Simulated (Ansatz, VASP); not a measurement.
## Two plane-wave programs on KF

Contents of POSCAR:

```
KF
1.0
    0.0000000000      2.6066625000      2.8071750000
    2.6066625000      0.0000000000      2.8071750000
    2.6066625000      2.6066625000      0.0000000000
K F
1 1
Direct
    0.0000000000      0.0000000000      0.0000000000
    0.5000000000      0.5000000000      0.5000000000
```

File INCAR.step1:

```
PREC = Accurate
ENCUT = 520
ISMEAR = 0
SIGMA = 0.05
LREAL = False
LASPH = True
NELM = 60
NBANDS = 15
GGA = PE
ALGO = Normal
EDIFF = 1E-4
LWAVE = True
LCHARG = False
```

INCAR.step2

```
PREC = Accurate
ENCUT = 520
EDIFF = 1E-7
ISMEAR = 0
SIGMA = 0.05
LREAL = False
LASPH = True
NELM = 60
ALGO = Normal
ISIF = 2
LWAVE = False
LCHARG = False
METAGGA = R2SCAN
LMIXTAU = True
NBANDS = 15
ISTART = 1
```

File KPOINTS:

```
Automatic mesh
0
Gamma
  8 8 8
```

Input for Ansatz:

```yaml
crystal:
  lattice:
    - [0.0, 2.6066625, 2.807175]
    - [2.6066625, 0.0, 2.807175]
    - [2.6066625, 2.6066625, 0.0]
  atoms:
    - { symbol: K, position: [0.0, 0.0, 0.0] }
    - { symbol: F, position: [0.5, 0.5, 0.5] }
basis:
  ecutwfc: 500
kpoints:
  mp_grid: { grid: [8, 8, 8] }
hamiltonian:
  xc: r2scan
scf:
  occupations: { method: gaussian, width: 0.05 }
output:
  forces: true
  stress: true
  eigenvalues: true
```

Change from the starting cell: strain -0.025 along x and y, +0.050 along z, atoms carried along.

Alike in both runs: task single point; functional r2SCAN; k mesh 8 × 8 × 8; occupations gaussian, width 0.05 eV; no spin polarisation.

|  | VASP | Ansatz |
| --- | --- | --- |
| version | VASP 6.6.1 | Ansatz 0.2.0 |
| potentials or method | VASP PAW PBE potentials, release 64 (K_sv, F) | scalar-relativistic, plane waves, PAW |
| plane-wave cutoff (eV) | 520 | 500 |
| valence electrons in the cell | 16 | 16 |

Ansatz gave:

```
gap on the k mesh at the Fermi level (eV)       : 6.76
least direct gap on the mesh (eV)               : 6.76
pressure (GPa)                                  : 0.0
largest component of the traceless stress (GPa) : 2.54
```

Q: What did VASP give for the same quantities?

A: gap on the k mesh at the Fermi level (eV): 6.76; least direct gap on the mesh (eV): 6.76; pressure (GPa): 0.0; largest component of the traceless stress (GPa): 2.62.

Caveats: the PAW data sets were made with another functional, which shifts forces and pressure a little (VASP). A k mesh can miss the band edges.
